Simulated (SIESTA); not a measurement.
Runs of SIESTA 5.4.2 on Mo. It takes space group Im-3m (No. 229, cubic). The conventional cell has a = 3.168 Å, b = 3.168 Å, c = 3.168 Å, α = 90.00°, β = 90.00°, γ = 90.00°. Mo (site symmetry m-3m) has 8 Mo at 2.74 Å as nearest neighbours. 

| task | level | potentials or basis | cell | k mesh | force tolerance | gap on the mesh (eV) | pressure (GPa) |
| --- | --- | --- | --- | --- | --- | --- | --- |
| relaxation of cell and atoms | PBEsol | PseudoDojo 0.4 standard (PBEsol files), DZP (energy shift 0.003 Ry; two zetas on semicore shells) | relaxed | 9 × 9 × 9 | 0.04 eV/Å | none | 0.0 |
| single point | PBEsol | PseudoDojo 0.4 standard (PBEsol files), DZP (energy shift 0.003 Ry; two zetas on semicore shells) | as given | 12 × 12 × 12 | - | none | (a) |
| single point | PBEsol | PseudoDojo 0.4 standard (PBEsol files), DZP (energy shift 0.003 Ry; two zetas on semicore shells) | cell strained at random at fixed volume | 12 × 12 × 12 | - | none | -6.3 |
| band structure | PBE | PseudoDojo 0.4 standard (PBE files), DZP (energy shift 0.003 Ry; two zetas on semicore shells) | as given | 12 × 12 × 12 | - | none | 1.0 |

Alike in all rows: no spin polarisation; smearing fermi-dirac 0.05 eV; grid cutoff 800 Ry; energy shift 0.003 Ry.

Q: Estimate the missing entries.

A: (a) -6.6.

Caveats: the basis of atomic orbitals isn't converged, which shifts pressures, moduli and gaps.

A k mesh can miss the band edges, and the runs leave out spin-orbit coupling on Mo.

A gap of «none» marks a metal or a gap under the smearing width.
